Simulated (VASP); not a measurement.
Wanted: the native input for a VASP 6.6.1 run.

```
Task                   : single point
Functional             : PBEsol
Potentials or basis    : VASP PAW PBE potentials, release 64 (Os)
Cutoff                 : 520 eV
k mesh                 : 11 × 11 × 1
Occupations            : gaussian, width 0.1 eV
Spin                   : no spin polarisation
Dipole correction      : yes
Further INCAR settings : ALGO = Normal; EDIFF = 1e-07; NBANDS = 24
```

The structure of Os lies in POSCAR:

```
Os
1.0
    2.7013757170      0.0000000000      0.0000000000
    0.0000000000      2.7013757170      0.0000000000
    0.0000000000      0.0000000000     22.7304832641
Os
4
Direct
    0.5000000000      0.5000000000      0.3739471749
    0.0000000000      0.0000000000      0.4579823916
    0.5000000000      0.5000000000      0.5445489873
    0.0000000000      0.0000000000      0.6225487798
```

The slab is cut from a database's or a generator's crystal, which needn't be the stable form of the element.

The cell isn't the ideal one: clean slab, lower half held.

The input as run:

INCAR

```
SYSTEM = Os
PREC = Accurate
ENCUT = 520
EDIFF = 1E-7
ISMEAR = 0
SIGMA = 0.1
LREAL = .FALSE.
LASPH = .TRUE.
NELM = 100
ALGO = Normal
ISIF = 2
LWAVE = .FALSE.
LCHARG = .TRUE.
LDIPOL = .TRUE.
IDIPOL = 3
DIPOL = 0.5 0.5 0.500
GGA = PS
LELF = .TRUE.
LVHAR = .TRUE.
LVACPOTAV = .TRUE.
NBANDS = 24
```

KPOINTS

```
Automatic mesh
0
G
  11 11 1
  0 0 0
```

Potentials or basis: VASP PAW PBE potentials, release 64 (Os).

Run with:

```bash
$ cat potpaw_PBE.64/Os/POTCAR > POTCAR
$ mpirun -np 1 vasp_std > vasp.out
```

Results of the run:

| Property | Result |
| --- | --- |
| Largest force | 1.609 eV/Å |
| Band gap on the k mesh | none (metal or under the smearing width) |
| Work function of the upper face | 5.35 eV |
| Work function of the lower face | 5.36 eV |

Caveat: the PAW data sets were made with another functional, which shifts forces and pressure a little.

Wall time 2.3 min on 1 thread of Intel(R) Xeon(R) Platinum 8488C (Sapphire Rapids), on a shared host, peak memory 0.27 GiB.
